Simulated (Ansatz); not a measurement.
The system is CuO.

```
Cu O
1.0
     3.17550    0.00000    0.00000
     0.00000    3.17550    0.00000
     0.00000    0.00000    4.64953
Cu O
2 2
Direct
  0.00000 0.00000 0.00000
  0.50000 0.50000 0.00000
  0.50000 0.00000 0.26700
  0.00000 0.50000 0.73300
```

The cell was built by a generator and needn't be a form met in nature.

- Program: Ansatz 0.2.0
- Task: single point
- Functional: PBE
- Potentials or basis: Ansatz PAW
- Cutoff: 420 eV (not typed: the program's choice for these potentials)
- k mesh: 8 × 8 × 6
- Occupations: fermi-dirac, width 0.05 eV
- Spin: no spin polarisation

On this cell: pressure 16.8 GPa; largest force 0.903 eV/Å; band gap on the k mesh none (metal or under the smearing width).

The same run follows on a disturbed copy (atoms moved at random, drawn with an rms of 0.05 Å):

```
Cu O
1.0
     3.17550    0.00000    0.00000
     0.00000    3.17550    0.00000
     0.00000    0.00000    4.64953
Cu O
2 2
Direct
  0.99804 0.00095 0.99545
  0.49965 0.50733 0.00178
  0.50550 0.99608 0.26765
  0.99782 0.50034 0.72497
```

Problem. What changes?

Solution. The energy (extrapolated to zero smearing) moves by +11.2 meV/atom; pressure 15.2 GPa; largest force 1.199 eV/Å; band gap on the k mesh none (metal or under the smearing width).

Forces on the atoms (eV/Å):
```
Cu   0.101  0.189 -0.254
Cu  -0.049 -0.324  0.084
O   -0.059  0.108 -1.029
O    0.007  0.027  1.199
```

Stress tensor (GPa, compression positive):
```
 28.06   0.03  -0.24
  0.03  27.75   0.31
 -0.24   0.31 -10.19
```

Caveats: the run has no spin polarisation, though such a crystal can be magnetic; semilocal functionals often make such compounds metallic where correlation or magnetic order opens a gap, which also shifts bond lengths; so large a pressure means that the cell lies far from this level's equilibrium, or that cutoff or potentials fall short (some runs).
